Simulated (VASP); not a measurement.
CuI (Marshite): relaxation of cell and atoms with PBEsol

Crystal: CuI (Marshite).

```xyz
2
Lattice="0.0000 2.9730 2.9730 2.9730 0.0000 2.9730 2.9730 2.9730 0.0000" Properties=species:S:1:pos:R:3 pbc="T T T"
Cu    1.4865    1.4865    1.4865
I     0.0000    0.0000    0.0000
```

```
Program                : VASP 6.6.1
Task                   : relaxation of cell and atoms
Functional             : PBEsol
Potentials or basis    : VASP PAW PBE potentials, release 64 (Cu, I)
Cutoff                 : 600 eV
k mesh                 : 8 × 8 × 8
Occupations            : gaussian, width 0.03 eV
Spin                   : no spin polarisation
Further INCAR settings : ALGO = Normal; EDIFF = 1e-07; IBRION = 2; EDIFFG = -0.005; NSW = 90; ISIF = 3
```

```
Pressure after relaxing : 0.0 GPa
Band gap on the k mesh  : 1.19 eV, direct
```

Final structure:
```cif
data_structure
_symmetry_space_group_name_H-M 'P 1'
_symmetry_Int_Tables_number 1
_cell_length_a 4.2045
_cell_length_b 4.2045
_cell_length_c 4.2045
_cell_angle_alpha 60.000
_cell_angle_beta 60.000
_cell_angle_gamma 60.000
_cell_volume 52.55
loop_
_atom_site_label
_atom_site_type_symbol
_atom_site_fract_x
_atom_site_fract_y
_atom_site_fract_z
_atom_site_occupancy
Cu1 Cu 0.25000 0.25000 0.25000 1
I1 I 0.00000 0.00000 0.00000 1
```

Levels at points of the mesh, in eV from the valence-band top:
```tsv
k point	band 7	band 8	band 9	band 10	band 11	band 12
(0.00, 0.00, 0.00)	0.00	0.00	0.00	1.19	4.76	4.76
(0.50, 0.00, 0.00)	-2.05	-0.81	-0.81	2.13	5.32	5.32
(0.50, 0.50, 0.00)	-2.03	-1.73	-1.73	2.48	2.81	9.49
```

Wall time 9.6 s on 8 MPI ranks on Intel(R) Xeon(R) Platinum 8488C (Sapphire Rapids), with other jobs on the host, peak memory 0.23 GiB a rank.

Caveat: the relaxation stopped at its first step, so nothing moved; the PAW data sets were made with another functional, which shifts forces and pressure a little; spin-orbit coupling is left out, which moves the levels of the heavy elements. PBEsol gaps usually lie below the measured ones, often by a third to a half.
